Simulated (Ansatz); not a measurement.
W: energy along a strain

W, Im-3m, a = 3.184 Å. Ansatz: PBE, PAW, 420 eV, Γ-centred 26×26×26 mesh on 1 atom, Gaussian smearing 0.15 eV; no spin polarisation. Cell vectors (Å): -1.592 1.592 1.592; 1.592 -1.592 1.592; 1.592 1.592 -1.592. The cell is strained by x per cent times the pattern (0 0 0 1 0 0) in the order xx yy zz yz xz xy (engineering shears), with fractional coordinates held. y is the free energy over the start, V0 = 16.133 Å³/atom. Symmetry makes y even in x.

| x (%) | y (meV/atom) |
| --- | --- |
| -2.00 | 2.88 |
| -1.00 | 0.72 |
| 0.00 | 0.00 |
| 0.25 | 0.05 |
| 0.50 | 0.18 |
| 0.75 | ? |
| 1.25 | 1.12 |
| 1.50 | 1.62 |
| 1.75 | 2.20 |

**Question.** Fit y = c2 x² + c4 x⁴ to the other rows, get the stiffness along the pattern, and predict the missing energy.

**Answer.** Least squares on the rows shown. y = 0.7176 x² + 0.0005240 x⁴. The clamped-ion stiffness p·C·p = 2 × 7.176 eV × 160.2 / 16.133 Å³ = 143 GPa, which is C44 in these axes. At x = 0.75 the fit asked for gives 0.40 meV/atom. The run gave 0.40 meV/atom, the same to the digits shown.

Spin–orbit coupling is left out, which can shift energies with elements as heavy as these.